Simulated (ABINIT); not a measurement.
TiO2 (Anatase):

```
Ti O
1.0
    -1.89210    1.89210    4.75730
     1.89210   -1.89210    4.75730
     1.89210    1.89210   -4.75730
Ti O
2 4
Cartesian
  0.0000 1.8921 2.3786
  0.0000 0.0000 0.0000
  0.0000 0.0000 7.5346
  0.0000 1.8921 0.3987
  0.0000 1.8921 4.3586
  0.0000 0.0000 1.9800
```

Base run:

| Quantity | Value |
| --- | --- |
| Program | ABINIT 10.8.3 (patched build) |
| Functional | LDA |
| Potentials or basis | JTH PAW LDA v2.0 |
| Cutoff | 626 eV |
| k mesh | 6 × 6 × 6 |
| Occupations | fermi-dirac, width 0.05 eV |
| Spin | no spin polarisation |

Its results: band gap on the k mesh 2.05 eV, indirect (least direct gap 2.37 eV).

The run is repeated on the same cell with these changes: functional from LDA to TB-mBJ; cutoff from 626 eV to 762 eV; fine-grid cutoff from 1224.51 eV to 1360.57 eV. What comes out?

Band gap on the k mesh 2.90 eV, indirect (least direct gap 3.20 eV).

Caveats: the constant c of TB-mBJ comes from the pseudo density here, which moves gaps by up to 0.3 eV between sets of potentials (some runs).

A k mesh can miss the band edges.

Not every run made on this cell is shown here.
